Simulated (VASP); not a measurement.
Li: single point with PBE

Li:

```xyz
12
Lattice="3.3570 1.9382 7.5466 -3.3570 1.9382 7.5466 0.0000 -3.8763 7.5466" Properties=species:S:1:pos:R:3 pbc="T T T"
Li   -1.5269    0.8816    5.1824
Li    0.0000   -1.7632    5.1824
Li    1.5269    0.8816    5.1824
Li    1.5269   -0.8816   17.4574
Li   -1.5269   -0.8816   17.4574
Li    0.0000    1.7632   17.4574
Li   -1.3521    0.7806    8.1961
Li    0.0000   -1.5613    8.1961
Li    1.3521    0.7806    8.1961
Li    1.3521   -0.7806   14.4437
Li   -1.3521   -0.7806   14.4437
Li    0.0000    1.5613   14.4437
```

The cell was built by a generator and needn't be a form met in nature.

```yaml
Program: VASP 6.6.1
Task: single point
Functional: PBE
Potentials_or_basis: VASP PAW PBE potentials, release 64 (Li_sv)
Cutoff: 520 eV
k_mesh: 3 × 3 × 3
Occupations: gaussian, width 0.1 eV
Spin: no spin polarisation
Dipole_correction: no
Further_INCAR_settings: ALGO = Normal; EDIFF = 1e-06; NBANDS = 30
```

The largest force is 0.038 eV/Å and the band gap on the k mesh is none (metal or under the smearing width).

Forces in eV/Å, atoms in the order of the input:
```
Li   0.024 -0.014  0.025
Li   0.000  0.028  0.025
Li  -0.024 -0.014  0.025
Li  -0.024  0.014 -0.025
Li   0.024  0.014 -0.025
Li   0.000 -0.028 -0.025
Li   0.008 -0.004 -0.024
Li   0.000  0.009 -0.024
Li  -0.008 -0.004 -0.024
Li  -0.008  0.004  0.024
Li   0.008  0.004  0.024
Li   0.000 -0.009  0.024
```

Levels at points of the mesh, in eV from the Fermi level:
| k point | band 16 | band 17 | band 18 | band 19 | band 20 | band 21 |
| --- | --- | --- | --- | --- | --- | --- |
| (0.00, 0.00, 0.00) | -0.15 | -0.02 | -0.02 | 0.11 | 0.79 | 0.79 |

Run time: 52 s on 1 thread of Intel(R) Xeon(R) 6975P-C (Granite Rapids), on a shared host, peak memory 0.53 GiB.

Caveat: the k mesh is coarse (spacing up to 0.37 Å⁻¹), so the values aren't converged.
